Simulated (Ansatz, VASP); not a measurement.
# AlN: VASP beside Ansatz

File INCAR:

```
SYSTEM = AlN
  ALGO = Normal
  EDIFF = 1E-6
  ENCUT = 520
  GGA = PE
  ISIF = 2
  ISMEAR = 0
  LASPH = .TRUE.
  LCHARG = .FALSE.
  LREAL = .FALSE.
  LWAVE = .FALSE.
  NBANDS = 16
  NELM = 100
  PREC = Accurate
  SIGMA = 0.05
```

The input KPOINTS:

```
k-points
0
G
  12 12 6
  0 0 0
```

The input POSCAR:

```
AlN
1.0
    3.1110021516      0.0000000000      0.0000000000
   -1.5555010758      2.6942068945      0.0000000000
    0.0000000000      0.0000000000      4.8286600000
Al N
2 2
Direct
    0.3333333333      0.6666666667      0.0000000000
    0.6666666667      0.3333333333      0.5000000000
    0.3333333333      0.6666666667      0.3850000000
    0.6666666667      0.3333333333      0.8850000000
```

Input for Ansatz:

```yaml
crystal:
  lattice:
    - [3.1110021516, 0.0, 0.0]
    - [-1.5555010758, 2.6942068945, 0.0]
    - [0.0, 0.0, 4.82866]
  atoms:
    - { symbol: Al, position: [0.3333333333, 0.6666666667, 0.0] }
    - { symbol: Al, position: [0.6666666667, 0.3333333333, 0.5] }
    - { symbol: "N", position: [0.3333333333, 0.6666666667, 0.385] }
    - { symbol: "N", position: [0.6666666667, 0.3333333333, 0.885] }
basis:
  ecutwfc: 420
kpoints:
  mp_grid: { grid: [12, 12, 6] }
hamiltonian:
  xc: pbe
scf:
  occupations: { method: gaussian, width: 0.05 }
output:
  forces: true
  stress: true
  eigenvalues: true
  write_density: true
  write_potential: true
  elf: true
  volumetric_format: npy
```

Change from the starting cell: strain +0.000 along x and y, -0.030 along z, atoms carried along.

Alike in both runs: task single point; functional PBE; k mesh 12 × 12 × 6; occupations gaussian, width 0.05 eV; no spin polarisation.

|  | VASP | Ansatz |
| --- | --- | --- |
| version | VASP 6.6.1 | Ansatz 0.2.0 |
| potentials or method | VASP PAW PBE potentials, release 64 (Al, N) | scalar-relativistic, plane waves, PAW |
| plane-wave cutoff (eV) | 520 | 420 |
| valence electrons in the cell | 16 | 16 |

```tsv
	VASP	Ansatz	Ansatz less VASP
gap on the k mesh at the Fermi level (eV)	4.35	4.34	-0.011
least direct gap on the mesh (eV)	4.35	4.34	-0.011
pressure (GPa)	10.3	10.5	+0.24
largest component of the traceless stress (GPa)	7.08	6.96	-0.114
rms of the force components (eV/Å)	0.155	0.154	-0.0006
```

Atom by atom the forces differ by 0.001 eV/Å (rms over components).

A k mesh can miss the band edges.
